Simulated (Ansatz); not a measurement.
Input and output for Ir (diamond type): DFT, PBE, all-electron LAPW, scalar-relativistic (Ansatz 0.2.0). This run: diamond relaxed under pressure.

The cell comes from a relaxation on PAW files under the same functional, begun from a prototype that needn't be the stable phase.

Command: `ansatz run input.yaml --threads 1 --pin off --max-ram 3584MiB --backend cpu --events-out ev --progress --plain --runs-dir out` It took 5.4 min on 1 thread of Arm Neoverse V2, with other jobs on the host, peak memory 1.2 GiB.

```yaml
crystal:
  lattice:
    - [0.0, 2.214501812, 2.214501812]
    - [2.214501812, 0.0, 2.214501812]
    - [2.214501812, 2.214501812, 0.0]
  atoms:
    - { symbol: Ir, position: [-0.125, -0.125, -0.125] }
    - { symbol: Ir, position: [0.125, 0.125, 0.125] }
kpoints:
  mp_grid: { grid: [15, 15, 15] }
scf:
  occupations: { method: fermi_dirac, width: 0.05 }
hamiltonian:
  xc: pbe
  pseudopotentials: { kind: all_electron, lapw: { basis_error: 0.0005 } }
output:
  forces: true
  stress: true
  eigenvalues: true
relax:
  f_tol: 0.005
  max_steps: 12
  cell: { p_target: 630.0, stress_tol: 0.315 }
```

Output:

```
The last accepted step is kept in <dir> (removed where the run ends without a failure and the disk answers)
LAPW: plane waves up to 14.497 Å⁻¹, error target 5.0e-4 eV per atom; small_component_spin mean_spin; Ir in spheres of 0.930 Å, 49 of its electrons in bands, Dirac shells [] (how accurate: hamiltonian.pseudopotentials.lapw.basis_error, Limitations)
Engine: ansatz 0.2.0
Pseudopotentials: kind: all_electron
Pseudopotential: Ir, LAPW, valence charge 49, lapw/all_electron/scalar/gaussian/Ir, Koelling and Harmon's equation, gaussian nucleus
Functional definition: PBE
  parameter kappa = 0.804
  parameter beta = 0.06672455060314922
  exchange = pbe_x(kappa = kappa, mu = beta*pi^2/3)
  correlation = pbe_c(beta = beta)
Crystal: 2 atoms, lattice volume = 21.720 Å³
Basis set: ecut = 800.7438697772594 eV, 1139 PW (Γ), exchange–correlation at level 2
Bands: 59, of which v1, the nominal top of the filled ones, is band 49 counted from 1 (48 counted from 0)
Symmetry: 48 space group operations
Space group: Fd-3m (ITA 227), of the structure as read, at distance tolerance 2.8e-5 Å
k-points: 120 of 3375
Non-local potential: Ir, projectors of the file, none
Initial density: superposition of atomic densities (chi_scale 0.1, normalization cell)
Initial wavefunctions: plane waves of lowest kinetic energy (no species holds an atomic orbital)
Functional: x = pbe(κ = 0.804, μ = 0.2195149727645171), c = pbe(β = 0.06672455060314922)
iter 1 solved again at ethr=9.38e-4 eV; its pass at ethr=1.00e-1 eV (dr2=9.20e-1 eV) is discarded
SCF iter   1: F=—  HF=-970027.890497 eV  |F-HF|=—  |Δ(HF+E_count)|=         —  Δρ=6.70e-2  dr2=9.22e-1  ethr=9.38e-4  ⟨swp⟩=2.0  Hψ=45796  notcnv=0
preconditioner: auto → LDOS  [metal: Δε(μ)=0.013 eV  Ē_g=55.068 eV  σ=0.050 eV  W_gap=0.06  n_scr=14 (ndim 8)  ℏωp=60.7 eV  f_vac=0.023  D(μ)=1.13/eV (n_scr^D=14)  β→1.0]
iter 2 solved again at ethr=1.61e-5 eV; its pass at ethr=9.38e-4 eV (dr2=1.57e-2 eV) is discarded
SCF iter   2: F=—  HF=-970027.538358 eV  |F-HF|=—  |Δ(HF+E_count)|=   3.52e-1  Δρ=1.19e-2  dr2=1.57e-2  ethr=1.61e-5  ⟨swp⟩=2.0  Hψ=36582  notcnv=0
SCF iter   3: F=—  HF=-970027.545583 eV  |F-HF|=—  |Δ(HF+E_count)|=         —  Δρ=1.60e-3  dr2=4.84e-4  ethr=1.61e-5  ⟨swp⟩=2.0  Hψ=21373  notcnv=0
the basis was enlarged: its passes take 463.8 KiB over the memory plan, 1 of 1 planned eigensolver slots
SCF iter   4: F=—  HF=-970027.532795 eV  |F-HF|=—  |Δ(HF+E_count)|=   1.28e-2  Δρ=1.70e-3  dr2=3.84e-4  ethr=4.94e-7  ⟨swp⟩=2.7  Hψ=20598  notcnv=0
SCF iter   5: F=—  HF=-970027.532579 eV  |F-HF|=—  |Δ(HF+E_count)|=   2.16e-4  Δρ=3.24e-4  dr2=1.35e-5  ethr=3.92e-7  ⟨swp⟩=2.0  Hψ=20422  notcnv=0
SCF iter   6: F=—  HF=-970027.532581 eV  |F-HF|=—  |Δ(HF+E_count)|=   2.25e-6  Δρ=4.53e-5  dr2=1.86e-7  ethr=1.37e-8  ⟨swp⟩=2.0  Hψ=20422  notcnv=0
SCF iter   7: F=-970027.532581 eV  HF=-970027.532581 eV  |F-HF|=1.28e-9  |Δ(HF+E_count)|=   1.57e-7  Δρ=3.24e-6  dr2=6.48e-10  ethr=1.90e-10  ⟨swp⟩=3.0  Hψ=21274  notcnv=0
SCF 1 converged in 7 iterations: F = -970027.532581 eV  dr2 = 6.48e-10
relax step   1: F+E_penalty+E_count = -970027.53258133 eV  Δ(F+E_penalty+E_count) = +0.000e0 eV  max|allowed force component| = 3.701e-17 eV/Å  Δτ_max = 0.0000 Å  P = +626.560 GPa  Ω = 21.720 Å³  (7 SCF iters, accepted)
Crystal: 2 atoms, lattice volume = 21.520 Å³
Basis set: ecut = 805.6832545872938 eV, 1139 PW (Γ), exchange–correlation at level 2
Initial density: handed on by an earlier stage of this run
Initial wavefunctions: those handed on with the density
iter 1 solved again at ethr=1.08e-7 eV; its pass at ethr=1.00e-1 eV (dr2=1.06e-4 eV) is discarded
SCF iter   1: F=—  HF=-970026.739590 eV  |F-HF|=—  |Δ(HF+E_count)|=         —  Δρ=9.38e-4  dr2=1.33e-4  ethr=1.08e-7  ⟨swp⟩=4.0  Hψ=36696  notcnv=0
preconditioner: auto → LDOS  [metal: Δε(μ)=0.023 eV  Ē_g=54.728 eV  σ=0.050 eV  W_gap=0.11  n_scr=14 (ndim 8)  ℏωp=61.0 eV  f_vac=0.063  D(μ)=1.20/eV (n_scr^D=14)  β→1.0]
iter 2 solved again at ethr=5.44e-9 eV; its pass at ethr=1.08e-7 eV (dr2=5.33e-6 eV) is discarded
SCF iter   2: F=—  HF=-970026.739515 eV  |F-HF|=—  |Δ(HF+E_count)|=   7.49e-5  Δρ=1.78e-4  dr2=5.32e-6  ethr=5.44e-9  ⟨swp⟩=2.0  Hψ=34842  notcnv=0
SCF iter   3: F=—  HF=-970026.739516 eV  |F-HF|=—  |Δ(HF+E_count)|=   1.35e-6  Δρ=2.42e-5  dr2=1.12e-7  ethr=5.43e-9  ⟨swp⟩=2.0  Hψ=20421  notcnv=0
SCF iter   4: F=—  HF=-970026.739514 eV  |F-HF|=—  |Δ(HF+E_count)|=   1.97e-6  Δρ=1.31e-5  dr2=2.89e-8  ethr=1.15e-10  ⟨swp⟩=2.5  Hψ=20536  notcnv=0
SCF iter   5: F=-970026.739514 eV  HF=-970026.739514 eV  |F-HF|=1.16e-9  |Δ(HF+E_count)|=   2.90e-8  Δρ=3.97e-6  dr2=1.92e-9  ethr=2.95e-11  ⟨swp⟩=2.0  Hψ=20426  notcnv=0
SCF 2 converged in 5 iterations: F = -970026.739514 eV  dr2 = 1.92e-9
[... lines left out ...]
iter 2 solved again at ethr=1.73e-12 eV; its pass at ethr=1.95e-11 eV (dr2=1.69e-9 eV) is discarded
SCF iter   2: F=—  HF=-970027.405134 eV  |F-HF|=—  |Δ(HF+E_count)|=   2.60e-8  Δρ=2.85e-6  dr2=1.69e-9  ethr=1.65e-11 (applied; sched 1.73e-12)  ⟨swp⟩=2.0  Hψ=34945  notcnv=0
SCF iter   3: F=-970027.405134 eV  HF=-970027.405134 eV  |F-HF|=9.31e-10  |Δ(HF+E_count)|=   5.02e-8  Δρ=1.66e-6  dr2=4.87e-10  ethr=2.34e-11 (applied; sched 1.73e-12)  ⟨swp⟩=2.0  Hψ=20422  notcnv=0
SCF 4 converged in 3 iterations: F = -970027.405134 eV  dr2 = 4.87e-10
relax step   4: F+E_penalty+E_count = -970027.40513357 eV  Δ(F+E_penalty+E_count) = -7.579e-8 eV  max|allowed force component| = 2.776e-16 eV/Å  Δτ_max = 0.0000 Å  P = +629.974 GPa  Ω = 21.687 Å³  stress off target by 2.56e-2 GPa  SCF on the basis re-selected at this cell (its energy is not comparable with the rows above)  (3 SCF iters)
basis re-selected at this cell: Δ(F+E_penalty+E_count) = -7.579e-8 eV, ΔP = -0.000 GPa vs the last step (what re-selecting the basis moved, after the strain that the cell walked since its last selection, with what the two solves' SCF thresholds leave and, on support functions, any second-order correction that the steps lacked; it is no measure of the basis error at this ecutwfc). This SCF's stress stands 2.56e-2 GPa from its target on what of the cell is left free (relax.cell.stress_tol is 3.15e-1 GPa) and its largest allowed force component is 2.78e-16 eV/Å (relax.f_tol is 5.00e-3 eV/Å): within both
SCF converged after 3 iterations
Free energy (F): -970027.405134 eV
Harris-Foulkes:  -970027.405134 eV  (|F-HF|=9.31e-10)
Internal energy: -970027.395723 eV  (E = F + TS)
E sigma→0 (E₀):  -970027.400428 eV
Entropy (-TS):   -0.009411 eV (-4.705 meV/atom)
Fermi energy:    44.469299 eV
--- Per-component energies (eV) ---
  E_band       = -12750.670392
  E_kinetic    = 1097892.439469
  E_xc         = -18980.887524
  E_electrostatic = -2048938.947668  (all electrons and nuclei)
  E_smearing   = -0.009411  (= −TS)
  E_closure    = 0.000000  (closes the sum)
  E_atoms      = -970033.486421  (free atoms, spherical and without spin; not in F)
  Σ components = -970027.405134   (vs F -970027.405134, Δ=0.00e0)
  Basis errors (estimates in eV, not in F): energy 2.0e-4 per atom: plane waves 1.8e-4 (1.1e-4 summed), levels above the bands 2.1e-206, relativity 1.4e-7, radial functions 1.8e-5, core shells 7.5e-11; eigenvalues (radial functions only) 2.6e-7; not estimated: angular momenta, meshes, grids; target (lapw.basis_error) 5.0e-4; muffin-tin radii Ir 0.930 Å
--- Forces (eV/Å), atoms counted from 1 ---
  atom   1  Ir     0.00000000    -0.00000000     0.00000000
  atom   2  Ir     0.00000000     0.00000000    -0.00000000
  max |Σ_I F_I| component: 5.55e-17 eV/Å
--- Stress (GPa, compression-positive) ---
      629.974411       0.000000      -0.000000
        0.000000     629.974411       0.000000
       -0.000000       0.000000     629.974411
  P = ⅓ Tr σ = 629.9744 GPa (6299.744 kbar)
--- Band table (eV; the first three rows and the last of 120) ---
  k-point 0: bands = ["-615.5334", "-615.5334", "-448.1827", "-448.1827", "-448.1827", "-448.1826", "-448.1826", "-448.1826", "-242.7143", "-242.7143", "-242.7143", "-242.7119", "-242.7119", "-242.7119", "-242.7044", "-242.7044", "-242.7035", "-242.7035", "-52.3359", "-49.7796", "-14.6660", "-14.5880", "-14.5880", "-14.5880", "-14.5826", "-14.5826", "-14.5826", "-14.4606", "-14.4606", "-14.4606", "-14.4163", "-14.4163", "-14.4163", "-14.3775", "-10.5930", "-10.5930", "-10.5930", "-6.6311", "-6.6311", "-6.6311", "30.5866", "32.2106", "32.2106", "35.4470", "35.4470", "35.4470", "41.4499", "41.4499", "41.4499", "47.9183", "47.9183", "55.5997", "57.0115", "57.0115", "57.0115", "59.9420", "68.5918", "68.5918", "68.5918"]
  k-point 1: bands = ["-615.5334", "-615.5334", "-448.1827", "-448.1827", "-448.1827", "-448.1826", "-448.1826", "-448.1826", "-242.7143", "-242.7143", "-242.7143", "-242.7119", "-242.7119", "-242.7119", "-242.7044", "-242.7044", "-242.7035", "-242.7035", "-52.3167", "-49.8025", "-14.6653", "-14.5895", "-14.5895", "-14.5879", "-14.5828", "-14.5792", "-14.5792", "-14.4624", "-14.4624", "-14.4605", "-14.4164", "-14.4164", "-14.4163", "-14.3795", "-10.6165", "-10.6165", "-10.5901", "-6.6230", "-6.6011", "-6.6011", "30.7518", "32.1484", "32.1484", "35.3952", "35.5811", "35.5811", "41.1497", "41.3761", "41.3761", "47.8868", "47.8868", "55.0198", "57.0771", "57.0771", "58.0626", "60.3132", "66.3896", "67.7779", "67.7779"]
  k-point 2: bands = ["-615.5334", "-615.5334", "-448.1827", "-448.1827", "-448.1827", "-448.1826", "-448.1826", "-448.1826", "-242.7143", "-242.7143", "-242.7143", "-242.7120", "-242.7119", "-242.7119", "-242.7044", "-242.7044", "-242.7035", "-242.7035", "-52.2604", "-49.8691", "-14.6632", "-14.5905", "-14.5905", "-14.5876", "-14.5834", "-14.5728", "-14.5728", "-14.4671", "-14.4671", "-14.4600", "-14.4172", "-14.4172", "-14.4166", "-14.3850", "-10.6810", "-10.6810", "-10.5829", "-6.5982", "-6.5180", "-6.5180", "31.2192", "32.0247", "32.0247", "35.2630", "35.8699", "35.8699", "40.3840", "41.2215", "41.2215", "47.7892", "47.7892", "54.4989", "57.2935", "57.2935", "59.6594", "61.0861", "63.7580", "66.3064", "66.3064"]
  k-point 119: bands = ["-615.5334", "-615.5334", "-448.1827", "-448.1827", "-448.1827", "-448.1827", "-448.1826", "-448.1826", "-242.7145", "-242.7145", "-242.7132", "-242.7130", "-242.7117", "-242.7117", "-242.7040", "-242.7040", "-242.7039", "-242.7039", "-51.2027", "-51.0247", "-14.6269", "-14.6202", "-14.5705", "-14.5662", "-14.5592", "-14.5521", "-14.5213", "-14.5194", "-14.4886", "-14.4755", "-14.4457", "-14.4380", "-14.4163", "-14.4140", "-11.6219", "-11.5320", "-8.7000", "-8.2556", "-5.4369", "-5.3522", "30.5035", "30.7439", "34.6317", "35.5357", "37.7857", "38.3536", "39.0397", "39.4447", "46.5750", "46.6695", "47.8575", "47.9266", "48.2629", "49.9710", "62.9712", "64.2833", "64.5181", "65.7435", "68.4808"]
--- Relaxed structure (3 steps of the walk, 2 accepted, 1 SCFs on fresh bases) ---
  F+E_penalty+E_count = -970027.40513357 eV   max|allowed force component| = 2.776e-16 eV/Å   (the final SCF, on the basis selected at the relaxed cell)
  cell:  # Å, volume = 21.6874 Å³
    - [-1.019074406579118e-34, 2.213396683131125, 2.213396683131125]
    - [2.213396683131125, 1.0190744065791179e-34, 2.213396683131125]
    - [2.213396683131125, 2.213396683131125, -4.0762976263164716e-34]
  atoms:
    - { symbol: Ir, position: [-0.125, -0.125, -0.125] }
    - { symbol: Ir, position: [0.125, 0.125, 0.125] }
```

Next run (simple hexagonal relaxed under pressure), as changes to the input before:

```diff
   lattice:
-    - [0.0, 2.214501812, 2.214501812]
-    - [2.214501812, 0.0, 2.214501812]
-    - [2.214501812, 2.214501812, 0.0]
+    - [2.2183296201, 0.0, 0.0]
+    - [-1.10916481, 1.9211298049, 0.0]
+    - [0.0, 0.0, 2.1098718945]
   atoms:
-    - { symbol: Ir, position: [-0.125, -0.125, -0.125] }
-    - { symbol: Ir, position: [0.125, 0.125, 0.125] }
+    - { symbol: Ir, position: [0.0, 0.0, 0.0] }
 kpoints:
-  mp_grid: { grid: [15, 15, 15] }
+  mp_grid: { grid: [20, 20, 18] }
 scf:
```

Command: `ansatz run input.yaml --threads 1 --pin off --max-ram 3584MiB --backend cpu --events-out ev --progress --plain --runs-dir out` It took 2.7 min on 1 thread of Arm Neoverse V2 (shared host), peak memory 0.95 GiB.

Results part of the output:

```
basis re-selected at this cell: Δ(F+E_penalty+E_count) = -1.310e-8 eV, ΔP = -0.001 GPa vs the last step (what re-selecting the basis moved, after the strain that the cell walked since its last selection, with what the two solves' SCF thresholds leave and, on support functions, any second-order correction that the steps lacked; it is no measure of the basis error at this ecutwfc). This SCF's stress stands 7.36e-2 GPa from its target on what of the cell is left free (relax.cell.stress_tol is 3.15e-1 GPa) and its largest allowed force component is 0.00e0 eV/Å (relax.f_tol is 5.00e-3 eV/Å): within both
SCF converged after 2 iterations
Free energy (F): -485017.457649 eV
Harris-Foulkes:  -485017.457649 eV  (|F-HF|=9.90e-10)
Internal energy: -485017.452791 eV  (E = F + TS)
E sigma→0 (E₀):  -485017.455220 eV
Entropy (-TS):   -0.004858 eV (-4.858 meV/atom)
Fermi energy:    53.472786 eV
--- Per-component energies (eV) ---
  E_band       = -5882.746872
  E_kinetic    = 548926.171620
  E_xc         = -9490.480051
  E_electrostatic = -1024453.144359  (all electrons and nuclei)
  E_smearing   = -0.004858  (= −TS)
  E_closure    = 0.000000  (closes the sum)
  E_atoms      = -485016.743210  (free atoms, spherical and without spin; not in F)
  Σ components = -485017.457649   (vs F -485017.457649, Δ=0.00e0)
  Basis errors (estimates in eV, not in F): energy 1.6e-4 per atom: plane waves 1.5e-4 (8.2e-5 summed), levels above the bands 3.8e-218, relativity 7.5e-8, radial functions 1.7e-5, core shells 2.6e-11; eigenvalues (radial functions only) 1.4e-6; not estimated: angular momenta, meshes, grids; target (lapw.basis_error) 5.0e-4; muffin-tin radii Ir 1.023 Å
--- Forces (eV/Å), atoms counted from 1 ---
  atom   1  Ir     0.00000000     0.00000000     0.00000000
  max |Σ_I F_I| component: 0.00e0 eV/Å
--- Stress (GPa, compression-positive) ---
      629.948513      -0.000000       0.000000
       -0.000000     629.948513      -0.000000
        0.000000      -0.000000     630.073616
  P = ⅓ Tr σ = 629.9902 GPa (6299.902 kbar)
--- Band table (eV; the first three rows and the last of 440) ---
  k-point 0: bands = ["-605.4777", "-438.1233", "-438.1233", "-438.1180", "-232.6639", "-232.6481", "-232.6481", "-232.6213", "-232.6213", "-41.4433", "-4.4727", "-4.4172", "-4.4172", "-4.4025", "-4.3775", "-4.3775", "-4.3572", "3.5359", "3.5359", "3.5751", "37.8407", "40.0600", "46.2537", "46.2537", "57.0672", "57.0672", "65.4714", "71.9447", "79.7913", "79.7913"]
  k-point 1: bands = ["-605.4777", "-438.1233", "-438.1233", "-438.1180", "-232.6638", "-232.6481", "-232.6481", "-232.6213", "-232.6213", "-41.4284", "-4.4726", "-4.4152", "-4.4152", "-4.4048", "-4.3780", "-4.3780", "-4.3572", "3.4177", "3.5480", "3.5480", "37.9999", "40.3393", "46.2943", "46.2943", "56.7675", "56.7675", "65.5554", "71.2135", "80.3602", "80.3602"]
  k-point 2: bands = ["-605.4777", "-438.1233", "-438.1233", "-438.1180", "-232.6638", "-232.6481", "-232.6481", "-232.6213", "-232.6213", "-41.3853", "-4.4724", "-4.4118", "-4.4096", "-4.4096", "-4.3794", "-4.3794", "-4.3571", "2.9763", "3.5830", "3.5830", "38.3923", "41.2158", "46.4125", "46.4125", "55.9626", "55.9626", "65.8052", "69.5225", "81.9732", "81.9732"]
  k-point 439: bands = ["-605.4777", "-438.1233", "-438.1233", "-438.1180", "-232.6630", "-232.6480", "-232.6479", "-232.6215", "-232.6215", "-40.2828", "-4.4990", "-4.4555", "-4.3962", "-4.3915", "-4.3874", "-4.3797", "-4.3749", "0.1716", "0.9232", "1.3249", "40.5365", "41.5843", "47.8431", "49.5759", "59.0017", "68.2233", "72.7122", "73.9596", "75.3528", "75.6702"]
--- Relaxed structure (3 steps of the walk, 2 accepted, 1 SCFs on fresh bases) ---
  F+E_penalty+E_count = -485017.45764886 eV   max|allowed force component| = 0.000e0 eV/Å   (the final SCF, on the basis selected at the relaxed cell)
  cell:  # Å, volume = 8.9847 Å³
    - [2.217761251114719, -2.886015052303101e-11, -2.1915379508231715e-33]
    - [-1.108880625532366, 1.9206375830085363, 1.0957689753868877e-33]
    - [-2.0843901133379115e-33, 0.0, 2.1093214348386113]
  atoms:
    - { symbol: Ir, position: [0.0, 0.0, 0.0] }
```

Spin–orbit coupling is left out, which matters for the heavy atoms.
